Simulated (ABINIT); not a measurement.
# CdS (Greenockite) (P6_3mc) in ABINIT: settings compared

Aim: see how the results for CdS (Greenockite) move with the level of theory and the settings. Levels: revPBE, LDA-VWN. Tasks: band structure.

All numbers are computed with ABINIT 10.8.3 (patched build); they aren't measurements. Logs are shortened: lines on timing, memory, paths and dates and some standing lists are left out, and cuts for length are marked. The log counts tension as positive stress, the text compression.

**What was measured.**

From “Isotope dependence of band-gap energy”, 2008, arxiv:0807.2152, for a bulk crystal of CdS: band gap 2.5809 ± 0.0002 eV.

The runs below are set against these values where they give the same quantity.

## 1. The crystal as given

It takes space group P6_3mc (No. 186, hexagonal). The conventional cell has a = 4.150 Å, b = 4.150 Å, c = 6.737 Å, α = 90.00°, β = 90.00°, γ = 120.00°. Cd (site symmetry 3m) is surrounded by 4 S at 2.53 to 2.54 Å. S (site symmetry 3m) has 4 Cd at 2.53 to 2.54 Å as nearest neighbours.

## 2. Band structure, revPBE

run.abi

```
ndtset 2

pp_dirpath "./"
pseudos "Cd.GGA_PBE-JTH.xml, S.GGA_PBE-JTH.xml"

acell 4.15 4.15 6.737 Angstrom
rprim
     1.0000000000     0.0000000000     0.0000000000
    -0.5000000000     0.8660254038     0.0000000000
     0.0000000000     0.0000000000     1.0000000000
ntypat 2
znucl 48 16
natom 4
typat 1 1 2 2
xred
     0.6666666667     0.3333333333     0.5000000000
     0.3333333333     0.6666666667     0.0000000000
     0.6666666667     0.3333333333     0.8750000000
     0.3333333333     0.6666666667     0.3750000000

ecut 544.227725 eV
pawecutdg 40.0

ixc 14

occopt 3
tsmear 0.05 eV

nstep 100

iomode 3
prtwf 0
prteig 0
prtebands 0
prtvol 2
prtden1 1

kptopt1 1
ngkpt1 7 7 4
nshiftk1 1
shiftk1 0.0 0.0 0.0
nband1 22
tolvrs1 1.0e-9

iscf2 -2
getden2 1
nband2 26
nbdbuf2 2
tolwfr2 1.0e-12
kptopt2 -7
ndivsm2 6
prteig2 1
prtvol2 -3
kptbounds2
     0.0000000000     0.0000000000     0.0000000000
     0.5000000000     0.0000000000     0.0000000000
     0.3333333333     0.3333333333     0.0000000000
     0.0000000000     0.0000000000     0.0000000000
     0.0000000000     0.0000000000     0.5000000000
     0.5000000000     0.0000000000     0.5000000000
     0.3333333333     0.3333333333     0.5000000000
     0.0000000000     0.0000000000     0.5000000000
```

Potentials or basis: JTH PAW PBE v2.0.

Launch:

```console
$ abinit run.abi > log 2>&1
```

run.abo:

```text
.Version 10.8.3 of ABINIT
 DATASET    1 : space group P6_3 m c (#186); Bravais hP (primitive hexag.)
================================================================================
 Values of the parameters that define the memory need for DATASET  1.
     intxc =       0    ionmov =       0      iscf =      17    lmnmax =      18
     lnmax =       6     mgfft =      54  mpssoang =       3    mqgrid =    3625
     natom =       4  nloc_mem =       2    nspden =       1   nspinor =       1
    nsppol =       1      nsym =      12    n1xccc =       1    ntypat =       2
    occopt =       3   xclevel =       2
       mpw =        2922          nfft =       55296          nkpt =          24
 PAW method is used; the additional fine FFT grid is defined by:
   mgfftf=        75    nfftf =    172800
================================================================================
================================================================================

 DATASET    2 : space group P6_3 m c (#186); Bravais hP (primitive hexag.)
================================================================================
 Values of the parameters that define the memory need for DATASET  2.
     intxc =       0    ionmov =       0      iscf =      -2    lmnmax =      18
     lnmax =       6     mgfft =      54  mpssoang =       3    mqgrid =    3625
     natom =       4  nloc_mem =       2    nspden =       1   nspinor =       1
    nsppol =       1      nsym =      12    n1xccc =       1    ntypat =       2
    occopt =       3   xclevel =       2
       mpw =        2916          nfft =       55296          nkpt =          67
 PAW method is used; the additional fine FFT grid is defined by:
   mgfftf=        75    nfftf =    172800
================================================================================
================================================================================

--------------------------------------------------------------------------------
------------- Echo of variables that govern the present computation ------------
--------------------------------------------------------------------------------
 -outvars: echo values of preprocessed input variables --------
            acell      7.8423634225E+00  7.8423634225E+00  1.2731084910E+01 Bohr
              amu      1.12411000E+02  3.20660000E+01
             ecut      2.00000000E+01 Hartree
           getden1          0
           getden2          1
             iscf1         17
             iscf2         -2
              ixc          14
           jdtset        1    2
           kptopt1          1
           kptopt2         -7
         kptrlatt        7    0    0      0    7    0      0    0    4
          kptrlen1     5.09243396E+01
          kptrlen2     3.00000000E+01
            natom           4
            nband1         22
            nband2         26
           nbdbuf1          0
           nbdbuf2          2
           ndtset           2
           ndivsm1          0
           ndivsm2          6
            ngfft          32      32      54
          ngfftdg          48      48      75
             nkpt1         24
             nkpt2         67
            nstep         100
             nsym          12
           ntypat           2
           occopt           3
        pawecutdg      4.00000000E+01 Hartree
         pawxcdev           0
        prtebands           0
           prteig1          0
           prteig2          1
           prtvol1          2
           prtvol2         -3
            prtwf           0
            rprim      1.0000000000E+00  0.0000000000E+00  0.0000000000E+00
                      -5.0000000000E-01  8.6602540380E-01  0.0000000000E+00
                       0.0000000000E+00  0.0000000000E+00  1.0000000000E+00
           shiftk1     0.00000000E+00  0.00000000E+00  0.00000000E+00
           shiftk2     5.00000000E-01  5.00000000E-01  5.00000000E-01
          spgroup         186
           tolvrs1     1.00000000E-09
           tolvrs2     0.00000000E+00
           tolwfr1     0.00000000E+00
           tolwfr2     1.00000000E-12
[... 571 lines left out ...]
 -3.2129E-01 -3.0574E-01 -1.5178E-01 -1.5101E-01 -1.5101E-01 -1.4787E-01
 -1.4787E-01 -1.3646E-01 -1.3646E-01 -1.3321E-01 -1.3321E-01 -1.2076E-01
 -2.7494E-02  1.0253E-01  1.0253E-01  1.2872E-01  1.3023E-01  1.3023E-01
  1.7847E-01  2.3592E-01  3.6971E-01  3.6971E-01  3.8158E-01  4.0968E-01
  4.0968E-01  4.1828E-01
 Non-SCF case, kpt    2 (  0.04545  0.00000  0.00000), residuals and eigenvalues=
[... 645 lines left out ...]
 -1.4331E-01 -1.4331E-01 -1.3462E-01 -1.3462E-01 -1.3457E-01 -1.3457E-01
  4.1158E-02  4.1161E-02  1.1340E-01  1.1340E-01  1.1515E-01  1.1515E-01
  2.4066E-01  2.4067E-01  3.5753E-01  3.5753E-01  3.8369E-01  3.8369E-01
  3.8415E-01  3.8415E-01
 Non-SCF case, kpt   67 (  0.00000  0.00000  0.50000), residuals and eigenvalues=
  7.01E-13  9.55E-13  7.00E-13  8.50E-13  3.35E-13  4.86E-13  8.62E-13  2.17E-13
  5.62E-13  6.66E-13  5.64E-13  8.74E-13  5.34E-13  8.77E-13  7.66E-13  4.05E-13
  2.76E-13  4.70E-13  6.65E-13  8.18E-13  6.22E-13  4.26E-13  7.81E-13  8.45E-13
  9.13E-13  9.71E-13
 -3.1338E-01 -3.1338E-01 -1.4968E-01 -1.4968E-01 -1.4968E-01 -1.4968E-01
 -1.4339E-01 -1.4339E-01 -1.3463E-01 -1.3463E-01 -1.3463E-01 -1.3463E-01
  4.1394E-02  4.1397E-02  1.1589E-01  1.1589E-01  1.1589E-01  1.1589E-01
  2.3787E-01  2.3787E-01  3.6077E-01  3.6077E-01  3.8245E-01  3.8245E-01
  3.8245E-01  3.8245E-01

--- !ResultsGS
iteration_state: {dtset: 2, }
comment   : Summary of ground state results
lattice_vectors:
- [  7.8423634,   0.0000000,   0.0000000, ]
- [ -3.9211817,   6.7916859,   0.0000000, ]
- [  0.0000000,   0.0000000,  12.7310849, ]
lattice_lengths: [   7.84236,    7.84236,   12.73108, ]
lattice_angles: [ 90.000,  90.000, 120.000, ] # degrees, (23, 13, 12)
lattice_volume:   6.7809411E+02
convergence: {deltae:  0.000E+00, res2:  0.000E+00, residm:  9.992E-13, diffor:  0.000E+00, }
etotal    :  -1.15723655E+02
entropy   :   0.00000000E+00
fermie    :   1.55480485E-01
cartesian_stress_tensor: null
pressure_GPa: null
xred      :
- [  6.6667E-01,   3.3333E-01,   5.0000E-01, Cd]
- [  3.3333E-01,   6.6667E-01,   0.0000E+00, Cd]
- [  6.6667E-01,   3.3333E-01,   8.7500E-01,  S]
- [  3.3333E-01,   6.6667E-01,   3.7500E-01,  S]
cartesian_forces: null
force_length_stats: {min: null, max: null, mean: null, }
...

 Integrated electronic density in atomic spheres:
 ------------------------------------------------
 Atom  Sphere_radius  Integrated_density
    1        2.50234         10.46031466
    2        2.50234         10.45817828
    3        1.90380          3.58189320
    4        1.90380          3.58296900

================================================================================

 ----iterations are completed or convergence reached----

 Mean square residual over all n,k,spin=   65.779E-14; max=  99.922E-14
 reduced coordinates (array xred) for    4 atoms
       0.666666666667      0.333333333333      0.500000000000
       0.333333333333      0.666666666667      0.000000000000
       0.666666666667      0.333333333333      0.875000000000
       0.333333333333      0.666666666667      0.375000000000

 cartesian coordinates (angstrom) at end:
    1      2.07500000000000     1.19800180859000     3.36850000000000
    2      0.00000000000000     2.39600361718000     0.00000000000000
    3      2.07500000000000     1.19800180859000     5.89487500000000
    4      0.00000000000000     2.39600361718000     2.52637500000000
 length scales=  7.842363422517  7.842363422517 12.731084910241 bohr
              =  4.150000000000  4.150000000000  6.737000000000 angstroms
 Eigenvalues (hartree) for nkpt=  67  k points:
 kpt#   1, nband= 26, wtk=  1.00000, kpt=  0.0000  0.0000  0.0000 (reduced coord)
  -0.32129   -0.30574   -0.15178   -0.15101   -0.15101   -0.14787   -0.14787   -0.13646
  -0.13646   -0.13321   -0.13321   -0.12076   -0.02749    0.10253    0.10253    0.12872
   0.13023    0.13023    0.17847    0.23592    0.36971    0.36971    0.38158    0.40968
   0.40968    0.41828
 kpt#   2, nband= 26, wtk=  1.00000, kpt=  0.0455  0.0000  0.0000 (reduced coord)
  -0.32102   -0.30562   -0.15169   -0.15090   -0.15081   -0.14776   -0.14772   -0.13652
  -0.13647   -0.13333   -0.13318   -0.12057   -0.02697    0.09921    0.10156    0.12457
   0.12820    0.12970    0.18396    0.23918    0.36671    0.37090    0.38301    0.40745
   0.41132    0.41746
 kpt#   3, nband= 26, wtk=  1.00000, kpt=  0.0909  0.0000  0.0000 (reduced coord)
  -0.32024   -0.30528   -0.15141   -0.15058   -0.15023   -0.14740   -0.14727   -0.13669
  -0.13646   -0.13366   -0.13311   -0.12002   -0.02544    0.09024    0.09880    0.11215
   0.12656    0.12815    0.19600    0.24779    0.35935    0.37423    0.38633    0.40230
   0.41513    0.41614
 kpt#   4, nband= 26, wtk=  1.00000, kpt=  0.1364  0.0000  0.0000 (reduced coord)
  -0.31898   -0.30475   -0.15094   -0.15010   -0.14928   -0.14678   -0.14656   -0.13695
[... 304 lines left out ...]
  -0.31263   -0.31263   -0.14925   -0.14925   -0.14917   -0.14917   -0.14308   -0.14308
  -0.13462   -0.13462   -0.13438   -0.13438    0.04029    0.04029    0.10697    0.10697
   0.11291    0.11291    0.24807    0.24807    0.35034    0.35034    0.38569    0.38569
   0.38883    0.38883
 kpt#  66, nband= 26, wtk=  1.00000, kpt=  0.0256  0.0256  0.5000 (reduced coord)
  -0.31319   -0.31318   -0.14957   -0.14957   -0.14955   -0.14955   -0.14331   -0.14331
  -0.13462   -0.13462   -0.13457   -0.13457    0.04116    0.04116    0.11340    0.11340
   0.11515    0.11515    0.24066    0.24067    0.35753    0.35753    0.38369    0.38369
   0.38415    0.38415
 kpt#  67, nband= 26, wtk=  1.00000, kpt=  0.0000  0.0000  0.5000 (reduced coord)
  -0.31338   -0.31338   -0.14968   -0.14968   -0.14968   -0.14968   -0.14339   -0.14339
  -0.13463   -0.13463   -0.13463   -0.13463    0.04139    0.04140    0.11589    0.11589
   0.11589    0.11589    0.23787    0.23787    0.36077    0.36077    0.38245    0.38245
   0.38245    0.38245

== END DATASET(S) ==============================================================
================================================================================

 -outvars: echo values of variables after computation  --------
            acell      7.8423634225E+00  7.8423634225E+00  1.2731084910E+01 Bohr
           etotal1    -1.1572365511E+02
            fcart1    -6.8669228346E-29 -1.9823098735E-28 -1.3692684622E-03
                      -6.8669228346E-29 -1.9823098735E-28 -1.3692684622E-03
                      -6.8669228346E-29  1.1893859241E-28  1.3692684622E-03
                       2.0600768504E-28  2.7752338229E-28  1.3692684622E-03
            rprim      1.0000000000E+00  0.0000000000E+00  0.0000000000E+00
                      -5.0000000000E-01  8.6602540380E-01  0.0000000000E+00
                       0.0000000000E+00  0.0000000000E+00  1.0000000000E+00
           strten1    -1.1586689840E-04 -1.1586689856E-04 -1.3747161075E-04
                       0.0000000000E+00  0.0000000000E+00  0.0000000000E+00
           xangst      2.0750000000E+00  1.1980018086E+00  3.3685000000E+00
                       7.0616276948E-17  2.3960036172E+00  0.0000000000E+00
                       2.0750000000E+00  1.1980018086E+00  5.8948750000E+00
                       7.0616276948E-17  2.3960036172E+00  2.5263750000E+00
             xred      6.6666666667E-01  3.3333333333E-01  5.0000000000E-01
                       3.3333333333E-01  6.6666666667E-01  0.0000000000E+00
                       6.6666666667E-01  3.3333333333E-01  8.7500000000E-01
                       3.3333333333E-01  6.6666666667E-01  3.7500000000E-01
 Calculation completed.
```

It took 4.5 min on 1 thread of Arm Neoverse V2, shared host; peak memory 0.2 GiB.

What came out:

```
Free energy                                           : -3149.0011 eV
Largest force                                         : 0.070 eV/Å
Band gap on the k mesh                                : 1.31 eV, direct
Valence electrons inside the program's atomic spheres : Cd 10.46; S 3.58
```

Forces in eV/Å, atoms in the order of the input:
```
Cd   0.000  0.000 -0.070
Cd   0.000  0.000 -0.070
S    0.000  0.000  0.070
S    0.000  0.000  0.070
```

Levels at the corners of the path, in eV from the valence-band top:
| point | band 14 | band 15 | band 16 | band 17 | band 18 | band 19 | band 20 | band 21 | band 22 | band 23 |
| --- | --- | --- | --- | --- | --- | --- | --- | --- | --- | --- |
| Γ | -0.75 | -0.75 | -0.04 | 0.00 | 0.00 | 1.31 | 2.88 | 6.52 | 6.52 | 6.84 |
| M | -3.44 | -2.59 | -1.84 | -1.26 | -0.72 | 3.77 | 3.98 | 5.23 | 6.47 | 7.05 |
| K | -3.61 | -3.00 | -1.81 | -1.81 | -1.57 | 4.79 | 5.11 | 5.11 | 7.31 | 7.50 |
| Γ | -0.75 | -0.75 | -0.04 | 0.00 | 0.00 | 1.31 | 2.88 | 6.52 | 6.52 | 6.84 |
| A | -2.42 | -0.39 | -0.39 | -0.39 | -0.39 | 2.93 | 2.93 | 6.27 | 6.27 | 6.86 |
| L | -4.04 | -1.31 | -1.31 | -1.30 | -1.30 | 3.58 | 3.58 | 5.46 | 5.46 | 8.01 |
| H | -3.94 | -2.35 | -2.35 | -1.10 | -1.10 | 4.46 | 4.46 | 6.23 | 6.23 | 6.53 |
| A | -2.42 | -0.39 | -0.39 | -0.39 | -0.39 | 2.93 | 2.93 | 6.27 | 6.27 | 6.86 |

Caveat: the cutoff is too short for stress, so the log's stress isn't used; the PAW data sets were made with another functional, which shifts forces and pressure a little.

## 3. Band structure, LDA-VWN

Edit run.abi of step 2 so:

```diff
@@ -1,7 +1,10 @@
+# Datasets: ground state, then fixed potential
 ndtset 2
 
+# Pseudopotentials
 pp_dirpath "./"
-pseudos "Cd.GGA_PBE-JTH.xml, S.GGA_PBE-JTH.xml"
+pseudos "Cd.LDA_PW-JTH.xml, S.LDA_PW-JTH.xml"
 
-acell 4.15 4.15 6.737 Angstrom
+# Structure
+acell 7.8423634172 7.8423634172 12.7310849016
 rprim
@@ -20,7 +23,10 @@
 
-ecut 544.227725 eV
+# Plane-wave basis
+ecut 20.0
 pawecutdg 40.0
 
-ixc 14
+# Exchange and correlation
+ixc -1007
 
+# Bands and occupations
 occopt 3
@@ -28,4 +34,6 @@
 
+# SCF cycle
 nstep 100
 
+# Output
 iomode 3
@@ -37,2 +45,3 @@
 
+# Dataset 1
 kptopt1 1
@@ -44,2 +53,3 @@
 
+# Dataset 2: bands along G-M-K-G-A-L-H-A
 iscf2 -2
@@ -52,3 +62,2 @@
 prteig2 1
-prtvol2 -3
 kptbounds2
```

Potentials or basis: JTH PAW LDA v2.0.

Launch:

```console
$ abinit run.abi > log 2>&1
```

Run time: 6.7 min. Hardware: 1 thread of Arm Neoverse V2, shared host; peak memory 0.18 GiB.

The run converged. Its results:

```
Free energy                                           : -3161.7550 eV
Largest force                                         : 0.062 eV/Å
Band gap on the k mesh                                : 0.89 eV, direct
Valence electrons inside the program's atomic spheres : Cd 10.48; S 3.55
```

Forces on the atoms (eV/Å):
```
Cd   0.000  0.000 -0.062
Cd   0.000  0.000 -0.062
S    0.000  0.000  0.062
S    0.000  0.000  0.062
```

Levels at the corners of the path, in eV from the valence-band top:
```csv
point,band 14,band 15,band 16,band 17,band 18,band 19,band 20,band 21,band 22,band 23
Γ,-0.78,-0.78,-0.05,0.00,0.00,0.89,2.52,6.26,6.26,6.59
M,-3.58,-2.69,-1.90,-1.33,-0.75,3.47,3.65,4.90,6.14,6.81
K,-3.75,-3.14,-1.89,-1.89,-1.64,4.42,4.88,4.88,6.90,7.22
Γ,-0.78,-0.78,-0.05,0.00,0.00,0.89,2.52,6.26,6.26,6.59
A,-2.54,-0.40,-0.40,-0.40,-0.40,2.58,2.58,5.94,5.94,6.62
L,-4.20,-1.36,-1.36,-1.35,-1.35,3.22,3.22,5.19,5.19,7.61
H,-4.09,-2.45,-2.45,-1.13,-1.13,4.16,4.16,5.87,5.87,6.25
A,-2.54,-0.40,-0.40,-0.40,-0.40,2.58,2.58,5.94,5.94,6.62
```

Caveat: the cutoff is too short for stress, so the log's stress isn't used.

## 4. Against experiment

Step 2. Against the measured gap of CdS, 2.5809 eV (quoted in “Isotope dependence of band-gap energy”, 2008, arxiv:0807.2152), the calculated 1.31 eV is off by -1.27 eV. Spin-orbit coupling on Cd is left out. The value is that of revPBE, without temperature or zero-point motion. Semilocal functionals fall short of measured gaps as a rule.

Step 3. Against the measured gap of CdS, 2.5809 eV (quoted in “Isotope dependence of band-gap energy”, 2008, arxiv:0807.2152), the calculated 0.89 eV is off by -1.69 eV. So large a miss can be the level of theory's own, or it may mean another phase, state or a wrong row. Spin-orbit coupling on Cd is left out. The value is that of LDA-VWN, without temperature or zero-point motion. Semilocal functionals fall short of measured gaps as a rule.
